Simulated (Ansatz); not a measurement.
Runs of Ansatz 0.2.0 on SiO2. Symmetry: Imma, No. 74, orthorhombic system. The conventional cell has a = 5.247 Å, b = 9.554 Å, c = 8.883 Å, α = 90.00°, β = 90.00°, γ = 90.00°. Si (site symmetry m) is surrounded by 4 O at 1.60 to 1.61 Å. Around O (site symmetry 2/m) lie 2 Si at 1.60 Å. O (site symmetry 2) has 2 Si at 1.61 Å as nearest neighbours. O (site symmetry mm2) has 2 Si at 1.61 Å as nearest neighbours. The cell comes from a database or a generator and needn't be the stable form of this composition.

| task | level | cell | cutoff (eV) | smearing | level | run kind | points for each segment of the path | gap on the mesh (eV) | pressure (GPa) | relaxed volume (Å³/atom) | largest force (eV/Å) |
| --- | --- | --- | --- | --- | --- | --- | --- | --- | --- | --- | --- |
| relaxation of cell and atoms | PBEsol+D4 | relaxed | 420 | fermi-dirac 0.05 eV | - | - | - | 5.49 | 0.0 | (c) | - |
| band structure | LDA | as given | 420 | fixed | lda | scf | - | 5.42 | -1.2 | - | 0.10 |
| band structure | r2SCAN | as given | 500 | fixed | r2scan | scf | - | 6.19 | 0.1 | - | 0.06 |
| relaxation of cell and atoms | BLYP+D3(BJ) | relaxed | 420 | fermi-dirac 0.05 eV | - | - | - | 5.43 | 0.0 | (a) | - |
| relaxation of cell and atoms | BLYP | relaxed | 420 | fermi-dirac 0.05 eV | - | - | - | 5.42 | 0.0 | 19.24 | - |
| relaxation of cell and atoms | PBEsol | relaxed | 420 | fermi-dirac 0.05 eV | - | - | - | 5.50 | 0.0 | 18.73 | - |
| band structure | PBEsol | as given | 420 | fermi-dirac 0.05 eV | - | - | 10 | (d) | 1.7 | - | (b) |

Alike in all rows: potentials or basis Ansatz PAW; no spin polarisation; k mesh 6 × 6 × 6.

Problem. Estimate the missing entries.

Solution. (a) 17.96; (b) 0.20; (c) 18.32; (d) 5.57.

Caveats: the PAW data sets come from PBE, with cores solved anew for the run's functional, which leaves a small shift of forces and pressure; the plane-wave basis is chosen anew once the cell has moved, so the energies of steps on either side of that aren't comparable (some runs); the potentials were made for another functional, which shifts forces and pressure (some runs).

A k mesh can miss the band edges.

Not every run made on this cell is shown here.
